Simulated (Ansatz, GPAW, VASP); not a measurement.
# Si: 4 runs at one level of theory

```
CELL_PARAMETERS angstrom
0.00000 2.72185 2.72185
2.72185 0.00000 2.72185
2.72185 2.72185 0.00000
ATOMIC_POSITIONS crystal
Si 0.50000 0.50000 0.50000
Si 0.75000 0.75000 0.75000
```

Alike in all runs: task single point; functional PBE; k mesh 8 × 8 × 8; occupations gaussian, width 0.014 eV; no spin polarisation; no spin-orbit coupling. Pressure is positive in compression and, in plane waves, holds the error of the finite cutoff, which Ansatz's Pulay term estimates and takes out.

```
                        program and potentials  plane-wave cutoff (eV)                             notes  band gap (eV)  pressure (GPa)
                            Ansatz, Ansatz PAW                     420  Pulay term of +0.02 GPa included           0.63            1.34
                VASP, PBE PAW files Si, 520 eV                     520                                 -           0.63            1.27
Ansatz, all-electron LAPW, scalar-relativistic                       -                                 -           0.63            1.31
    GPAW, GPAW PAW data sets (gpaw-data 1.2.1)                     600                                 -           0.62            1.61
```

The band gap spans 0.62 (GPAW, GPAW PAW data sets (gpaw-data 1.2.1)) to 0.63 eV (VASP, PBE PAW files Si, 520 eV), with all-electron results at 0.63. The pressure spans 1.27 (VASP, PBE PAW files Si, 520 eV) to 1.61 GPa (GPAW, GPAW PAW data sets (gpaw-data 1.2.1)), with all-electron results at 1.31. The gap is indirect and read on the mesh alone.

The functional is the same throughout but for its coding, so the spread measures potentials, basis and numerics; runs on potential files found faulty are left out.
